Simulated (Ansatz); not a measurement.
A crystal relaxed with r2SCAN in the PAW code Ansatz has space group P-4m2 (No. 115) and a = 6.911 Å, c = 6.420 Å.

| atom | site | x | y | z |
| --- | --- | --- | --- | --- |
| Si | 4j | 0.2694 | 0.0000 | 0.1193 |
| Si | 1d | 0.0000 | 0.0000 | 0.5000 |
| Xx | 4j | 0.1917 | 0.0000 | 0.3564 |
| Xx | 4h | 0.1913 | 0.1913 | 0.0000 |
| Xx | 2g | 0.5000 | 0.0000 | 0.1206 |

r2SCAN gives an indirect gap of 6.42 eV, from M to Γ; the least direct gap is 6.47 eV at Γ. PBE gives an indirect gap of 5.62 eV, from M to Γ; the least direct gap is 5.67 eV at Γ. Meshes: r2SCAN 4×4×4, PBE 4×4×4. r2SCAN's ε∞ is 1.8 along all three axes, to this precision.

Problem. Which element is Xx?
A. O
B. S
C. Te
D. Se

Solution. A. Xx is O: a 15-atom cell of SiO₂ (P-4m2) from a materials database. Around Si lie 4 O at 1.59–1.62 Å; around Si lie 4 O at 1.61 Å; around O lie 2 Si at 1.61 Å; around O lie 2 Si at 1.62 Å; around O lie 2 Si at 1.59 Å.

(Simulation; spin polarisation is off.)

For a response run the program warns that the ground state's bands aren't all converged, so ε∞ carries an extra error.
